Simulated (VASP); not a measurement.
A run of VASP 6.6.1:

Contents of INCAR:

```
SYSTEM = InP
  PREC = Accurate
  ENCUT = 600
  EDIFF = 1E-6
  ISMEAR = -1
  SIGMA = 0.05
  LREAL = .False.
  LASPH = .True.
  NELM = 80
  ALGO = Fast
  ISIF = 3
  LWAVE = .False.
  LCHARG = .False.
  GGA = CA
  IBRION = 2
  NSW = 60
  EDIFFG = -0.02
  PSTRESS = 50
```

File KPOINTS:

```
Automatic mesh
0
Gamma
  8 8 8
  0 0 0
```

POSCAR

```
InP
1.0
    0.0000000000      2.9305000000      2.9305000000
    2.9305000000      0.0000000000      2.9305000000
    2.9305000000      2.9305000000      0.0000000000
In P
1 1
Direct
    0.0000000000      0.0000000000      0.0000000000
    0.7500000000      0.7500000000      0.7500000000
```

Potentials or basis: VASP PAW LDA potentials, release 64 (In_d, P).

Launch:

```sh
$ cat potpaw_LDA.64/In_d/POTCAR potpaw_LDA.64/P/POTCAR > POTCAR
$ mpirun -np 1 vasp_std > vasp.out
```

Hardware: 1 thread of Intel(R) Xeon(R) 6975P-C (Granite Rapids), with other jobs on the host.

Question: Estimate the wall time of this run.

Answer: It took 43 s on 1 thread of Intel(R) Xeon(R) 6975P-C (Granite Rapids), with other jobs on the host, peak memory 0.19 GiB. Counts: scf iterations 49, k points 29, ion steps 3.
